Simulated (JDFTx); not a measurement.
LiF (Griceite) under changes of volume

One of the cells (8.169 Å³/atom); the others are scaled copies at fixed shape and fractional positions:

```
F Li
1.0
     0.00000    2.01400    2.01400
     2.01400    0.00000    2.01400
     2.01400    2.01400    0.00000
F Li
1 1
Direct
  0.50000 0.50000 0.50000
  0.00000 0.00000 0.00000
```

* Program: JDFTx 1.7.0 (patched build)
* Functional: PBEsol
* Potentials or basis: PseudoDojo-SR-PBEsol-0.4.1-standard with smoothed tails
* Cutoff: 1143 eV
* Density cutoff: 9143 eV
* k mesh: 11 × 11 × 11
* Occupations: fermi-dirac, width 0.05 eV
* Spin: no spin polarisation

| volume (Å³/atom) | energy over the lowest point (meV/atom) | pressure (GPa) | gap on the mesh (eV) |
| --- | --- | --- | --- |
| 7.679 | 3.33 | 3.3 | 9.51 |
| 7.842 | 0.82 | 1.6 | 9.31 |
| 8.006 | 0.00 | 0.0 | 9.12 |
| 8.169 | 0.70 | -1.4 | 8.94 |
| 8.333 | 2.78 | -2.7 | 8.77 |
| 8.496 | ? | ? | ? |
| 8.659 | 10.50 | -4.8 | 8.45 |

Question: What does the run at 8.496 Å³/atom give?

Answer: Energy over the lowest point 6.09 meV/atom; pressure -3.8 GPa; gap on the mesh 8.61 eV.

Worked out: A Birch-Murnaghan fit of order 3 (a polynomial in V^(-2/3)) to the other rows has its minimum at 8.01 Å³/atom with B0 = V·E''(V) = 73 GPa and B' = 4.1. It gives 6.09 meV/atom at 8.496 Å³/atom, against the run's 6.09, and -dE/dV = -3.8 GPa, against -3.8. A straight line through the other rows of the gap, of slope -8.82 eV per unit of ln V (its deformation potential), gives 8.60 eV, against the run's 8.61.

Energies are extrapolated to zero smearing.

Caveats: an odd mesh through Γ misses points on the zone boundary, where band edges often lie.
